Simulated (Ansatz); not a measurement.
Free-standing chains of the atoms of Li, named by their start (strip: triangular double chain, ladder: square double chain); atoms and period are relaxed, and energies count from relaxed bulk Li (Fm-3m, not its usual structure, 20.15 Å³/atom, gap on the mesh 0.00 eV).

Theory: DFT PBE, scalar-relativistic, plane waves, PAW (Ansatz 0.2.0).

Settings: cutoff 420 eV, Γ-centred mesh 1×1×22 on the computed 2-atom cell, Gaussian smearing of 0.05 eV; collinear spin from starting moments 0.5 0.5 μB.

Start (strip chain):

```
Li
1.0
    11.50000    0.00000    0.00000
     0.00000    9.30000    0.00000
     0.00000    0.00000    2.91399
Li
2
Direct
  0.39243 0.50000 0.00000
  0.60757 0.50000 0.50000
```

Task: Relax it.

Result: The free energy falls by 18 meV/atom.

* excess energy (eV per host atom): 0.762
* period (Å): 3.156
* gap on the mesh (eV): 0
* size of the moment (μB per cell): 0.45

Relaxed structure:
```
CELL_PARAMETERS angstrom
11.50000 0.00000 0.00000
0.00000 9.30000 0.00000
0.00000 0.00000 3.15611
ATOMIC_POSITIONS crystal
Li 0.39218 0.50000 0.00000
Li 0.60782 0.50000 0.50000
```

Each run keeps its start's symmetry and one magnetic start, so lower states can exist.

It took 8.9 s on 2 threads of AMD EPYC 9R45 96-Core Processor (Zen 5), with other jobs on the host, peak memory 0.55 GiB.